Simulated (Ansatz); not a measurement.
# SnO$_{2}$: strain energy, fitted

SnO$_{2}$, P4_2/mnm, a = 4.760 Å, c = 3.201 Å. Ansatz: r2SCAN, PAW, 500 eV, Γ-centred 6×6×8 mesh on 6 atoms, Gaussian smearing 0.02 eV; no spin polarisation. Series: biaxial strain in the a-b plane, c and atoms relaxed; x is the strain in per cent. y is the free energy over the unstrained cell, V0 = 12.086 Å³/atom.

```
x (%) y (meV/atom)
 -6.0         97.13
 -4.0         41.95
 -2.0         10.15
  0.0          0.00
  2.0          9.31
  4.0             ?
  6.0         74.60
```

Problem. Fit y = c2 x² + c3 x³ to the other rows, turn c2 into a modulus, and predict the missing energy.

Solution. Least squares on the rows shown. y = 2.3881 x² − 0.052418 x³. In eV per unit strain² c2 is 23.88; M is the biaxial modulus (E = M V0 ε²): 23.88 × 160.2 / (12.086) = 317 GPa. At x = 4.0 the fit asked for gives 34.85 meV/atom. The run gave 35.29 meV/atom, so the fit is 0.44 meV/atom too low, 0.45 % of the span of the series, against an rms of 0.22 meV/atom on the fitted rows. With a term in x⁴ added, a fit to the same known rows predicts 35.28 meV/atom, so most of the miss is curvature that the known rows already hold.